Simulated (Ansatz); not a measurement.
# I: further runs on the relaxed cell

The task here is to estimate one member of a computed series from the others.

Program: Ansatz 0.2.0. Level of theory: DFT PBEsol, scalar-relativistic, plane waves, PAW. These are calculated values, not measurements.

1 further run of the same task is left out (set aside as unsound or not needed).

## The starting structure

The structure is orthorhombic, space group Fmmm (No. 69). The conventional cell has a = 4.480 Å, b = 4.496 Å, c = 7.536 Å, α = 90.00°, β = 90.00°, γ = 90.00°. I (site symmetry mmm) is surrounded by 4 I at 3.17 Å.

Structure file:

```cif
data_structure
_symmetry_space_group_name_H-M 'P 1'
_symmetry_Int_Tables_number 1
_cell_length_a 4.3877
_cell_length_b 4.3836
_cell_length_c 3.1734
_cell_angle_alpha 68.859
_cell_angle_beta 68.721
_cell_angle_gamma 42.421
_cell_volume 37.95
loop_
_atom_site_label
_atom_site_type_symbol
_atom_site_fract_x
_atom_site_fract_y
_atom_site_fract_z
_atom_site_occupancy
I1 I 0.00000 0.00000 0.00000 1
```

It goes back to an entry of the Materials Project, which need not be the stable form.

It is the result of an earlier relaxation at this level (volume 37.95 Å³/atom; gap on the mesh: none (metal)).

Set-up of the first run:

The input, input.yaml:

```yaml
crystal:
  lattice:
    - [0.0, 2.2479271294, 3.7681337028]
    - [2.2399238499, 0.0, 3.7681337028]
    - [2.2399238499, 2.2479271294, 0.0]
  atoms:
    - { symbol: I, position: [0.0, 0.0, 0.0] }
basis:
  ecutwfc: 420
kpoints:
  mp_grid: { grid: [14, 14, 14] }
  band_path:
    path:
      - [[0.0, 0.0, 0.0], [0.5, 0.0, 0.5], [0.5, 0.09011627, 0.59011627]]
      - [[0.5, 0.90988373, 0.40988373], [0.5, 0.5, 0.0], [0.91281801, 0.5, 0.41281801]]
      - [[0.08718199, 0.5, 0.58718199], [0.0, 0.5, 0.5], [0.24497116, 0.74497116, 0.5]]
      - [[0.75502884, 0.25502884, 0.5], [0.5, 0.0, 0.5]]
    npoints: 14
hamiltonian:
  xc: pbesol
scf:
  occupations: { method: gaussian, width: 0.1 }
  n_extra_bands: 6
output:
  forces: true
  stress: true
  eigenvalues: true
  populations: true
  dos: { projected: true, de: 0.02, nscf_kmesh: { grid: [21, 21, 21] } }
  bader: true
```

The run is started by

```bash
ansatz run input.yaml --threads 1 --pin off --max-ram 2560MiB --backend cpu --events-out ev --progress --plain --runs-dir out
```

Steps of the session up to this table: Electronic structure at the relaxed geometry; The cell scaled to 0.97 of its volume; Point at V/V0 = 1.03; Point at V/V0 = 0.94; Point at V/V0 = 1.06.

One table of the session follows, with a row left open; its other results are not shown here.

It belongs to the step «Fit of the equation of state». 

```
volume (Å³/atom)  energy above the lowest point (meV/atom)  pressure (GPa)
          35.670                                       5.3            0.90
          36.808                                         ?               ?
          37.947                                       0.0           -0.03
          39.085                                       1.0           -0.26
          40.223                                       3.5           -0.42
```

Estimate the missing values for volume (Å³/atom) = 36.808.

Worked estimate for «energy above the lowest point (meV/atom)». A straight line through the neighbours (35.670, 5.3) and (37.947, 0.0) gives 5.3 + (0.0 − 5.3) × (36.808 − 35.670) / (37.947 − 35.670) = 2.7; a parabola fitted to 3 rows on both sides gives 1.4.

The run gave: energy above the lowest point (meV/atom): 1.1; pressure (GPa): 0.35. In «energy above the lowest point (meV/atom)» the line misses by +1.6 and the parabola by +0.3.

To keep in mind: Spin polarisation is off in the runs that give these values; a magnetic solution could lie lower. Layers here are held mostly by dispersion, which this level lacks, so their spacing and the stiffness across them are unreliable there.
